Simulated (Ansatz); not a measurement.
The calculation used DFT PBE, scalar-relativistic, plane waves, PAW (Ansatz 0.2.0). All cells share a 420 eV cutoff and Γ-centred k meshes spaced at most about 0.3 Å⁻¹ (about 0.25 or finer for metals, 2π included). No spin polarisation.

Temperature and zero-point effects are left out.

Compare these two cells of Be2Se3, each relaxed at this level.

A.

```
Be Se
1.0
     3.70906    0.00000    0.00000
     1.85422    3.28565    0.00000
     0.07486    0.81340   17.14355
Be Se
4 6
Direct
  0.68851 0.92034 0.64558
  0.39530 0.91799 0.14549
  0.26210 0.28544 0.85532
  0.45159 0.28143 0.35526
  0.00213 0.27723 0.60618
  0.72636 0.27491 0.10613
  0.60709 0.59903 0.89377
  0.79152 0.59503 0.39377
  0.31719 0.94683 0.74933
  0.73757 0.94308 0.24918
```

B.

```
Be Se
1.0
    -1.79699    4.44009    3.00299
     1.79699   -4.44009    3.00299
     1.79699    4.44009   -3.00299
Be Se
2 3
Direct
  0.56141 0.73291 0.82850
  0.90441 0.73291 0.17150
  0.67609 0.01567 0.66043
  0.35524 0.01567 0.33958
  0.00285 0.00285 0.00000
```

Question: Which form is favoured at zero pressure, and by what margin per atom?

Answer: A is lower, by 30 meV/atom. A has space group P1 (No. 1), 20.9 Å³/atom and a gap of 1.01 eV on its mesh; B has space group Imm2 (No. 44), 19.2 Å³/atom and no gap. Counting Se atoms around Be (those within 1.25 times the shortest such distance or 1.15 times the sum of covalent radii), A and B both have Be 4. Origin: A, invented, then shaken at random and relaxed again; B, invented.

The k mesh leaves some 4 meV/atom of noise in the energy of each metallic cell. No dispersion correction is applied, so the spacing and binding between layers, chains or molecules are poorly described (P1), and this can change margins and order among such cells. Kohn–Sham gaps at this level usually fall short of measured ones. Cells relaxed within their symmetry can be saddle points.
